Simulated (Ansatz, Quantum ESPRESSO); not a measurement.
# Moving the pressure in Ti

The cell as given:

Symmetry: Fm-3m, No. 225, cubic system. The conventional cell has a = 4.060 Å, b = 4.060 Å, c = 4.060 Å, α = 90.00°, β = 90.00°, γ = 90.00°. Ti (site symmetry m-3m) is surrounded by 12 Ti at 2.87 Å.

This isn't the form of Ti at room conditions, which is hcp.

Kept alike: task relaxation of cell and atoms; functional PBEsol; k mesh 11 × 11 × 11; occupations fermi-dirac, width 0.05 eV; no spin polarisation. Program: Ansatz, all-electron LAPW, scalar-relativistic. The mesh is that of the run's cell of 1 atom. No spin-orbit coupling.

| pressure, P (GPa) | volume (Å³/atom) |
| --- | --- |
| 0 | 16.651 |
| 5 | 15.985 |
| 10 | 15.424 |
| 20 | 14.518 |

The relaxations keep at least the cell's symmetry (Fm-3m). For a metal such a mesh leaves the last digits unconverged. Runs of this series that gave no sound value for these columns are left out. The runs follow the start's structure, whether or not it is the stable one at these pressures. P is the pressure aimed at, which the runs meet within some hundredths to tenths of a GPa.

Problem. What does the pressure change here?

Solution. The volume falls from 16.651 to 14.518 Å³/atom between 0 and 20 GPa. The volume falls ever more slowly, since the solid stiffens under load. At the pressures aimed at, which the runs meet within some tenths of a GPa, the step from 0 to 5 GPa gives a mean bulk modulus near 123 GPa, the last step 165 GPa. A twin series (Quantum ESPRESSO, GBRV 1.5 PBEsol) moves it by -2.1298 between 0 and 20, against -2.1330 Å³/atom here.
